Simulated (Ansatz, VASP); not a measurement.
## Two plane-wave programs on CdSe

INCAR

```
SYSTEM = CdSe
  PREC = Accurate
  ENCUT = 600
  EDIFF = 1E-7
  ISMEAR = 0
  SIGMA = 0.02
  LREAL = .FALSE.
  LASPH = .TRUE.
  NELM = 80
  ALGO = Normal
  ISIF = 3
  LWAVE = .FALSE.
  LCHARG = .FALSE.
  GGA = PE
  IBRION = 2
  NSW = 100
  EDIFFG = -0.01
```

KPOINTS

```
regular mesh
0
G
  10 10 10
  0 0 0
```

POSCAR

```
CdSe
1.0
    0.0000000000      3.0702712500      3.0702712500
    3.0702712500      0.0000000000      3.0702712500
    3.0702712500      3.0702712500      0.0000000000
Cd Se
1 1
Direct
    0.0000000000      0.0000000000      0.0000000000
    0.7500000000      0.7500000000      0.7500000000
```

Input for Ansatz:

```yaml
crystal:
  lattice:
    - [0.0, 3.07027125, 3.07027125]
    - [3.07027125, 0.0, 3.07027125]
    - [3.07027125, 3.07027125, 0.0]
  atoms:
    - { symbol: Cd, position: [0.0, 0.0, 0.0] }
    - { symbol: Se, position: [0.75, 0.75, 0.75] }
basis:
  ecutwfc: 420
kpoints:
  mp_grid: { grid: [10, 10, 10] }
hamiltonian:
  xc: pbe
scf:
  occupations: { method: gaussian, width: 0.02 }
output:
  forces: true
  stress: true
  eigenvalues: true
relax:
  adjacent_minimum: "off"
  f_tol: 0.01
  max_steps: 80
  cell: { stress_tol: 0.05 }
```

Alike in both runs: task relaxation of cell and atoms; functional PBE; k mesh 10 × 10 × 10; occupations gaussian, width 0.02 eV; no spin polarisation.

|  | VASP | Ansatz |
| --- | --- | --- |
| version | VASP 6.6.1 | Ansatz 0.2.0 |
| potentials or method | VASP PAW PBE potentials, release 64 (Cd, Se) | scalar-relativistic, plane waves, PAW |
| plane-wave cutoff (eV) | 600 | 420 |
| valence electrons in the cell | 18 | 36 |

Ansatz gave:

```
gap on the k mesh at the Fermi level, each at its own relaxed structure (eV) : 0.49
relaxed volume (Å³/atom)                                                     : 29.75
relaxed cell length with the largest relative difference (Å)                 : 4.382
energy change over the relaxation (meV/atom)                                 : -3
```

**Question.** What did VASP give for the same quantities?

**Answer.** gap on the k mesh at the Fermi level, each at its own relaxed structure (eV): 0.48; relaxed volume (Å³/atom): 29.87; relaxed cell length with the largest relative difference (Å): 4.388; energy change over the relaxation (meV/atom): -4.

The two sets of potentials don't hold the same shells in valence.

A hybrid or GW would open this gap; PBE tends to underestimate it.
